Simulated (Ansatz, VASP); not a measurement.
**AlCo: VASP beside Ansatz**

```xyz
2
Lattice="2.9039 0.0829 0.0567 0.0829 2.9338 0.0684 0.0567 0.0684 2.6378" Properties=species:S:1:pos:R:3 pbc="T T T"
Al    0.0000    0.0000    0.0000
Co    1.5217    1.5425    1.3814
```

Change from the starting cell: all atoms moved at random, sigma 0.25 Å a component, cell strained at random, sigma 0.03; relaxed back.

Alike in both runs: functional PBE; k mesh 12 × 12 × 12; occupations gaussian, width 0.15 eV; no spin polarisation.

Ansatz relaxed the structure, and its values are those at the end. VASP's run is a single point on that final structure, the one shown.

|  | VASP | Ansatz |
| --- | --- | --- |
| version | VASP 6.6.1 | Ansatz 0.2.0 |
| potentials or method | VASP PAW PBE potentials, release 64 (Al, Co) | scalar-relativistic, plane waves, PAW |
| plane-wave cutoff (eV) | 520 | 420 |
| valence electrons in the cell | 12 | 20 |

Ansatz gave:

| Quantity | Value |
| --- | --- |
| gap on the k mesh at the Fermi level (eV) | none |
| pressure (GPa) | 9.2 |

Problem. Estimate VASP's values.

Solution. gap on the k mesh at the Fermi level (eV): none; pressure (GPa): 9.1.

A gap of «none» marks a metal or a gap that the smearing closes. The functional is the same, so the differences come from potentials, cutoffs and numerics. The two sets of potentials don't hold the same shells in valence. Ansatz warned: «stress_scf_threshold_loose».

Spin polarisation is off, so any magnetic state and its effect on volume and gap are missing.
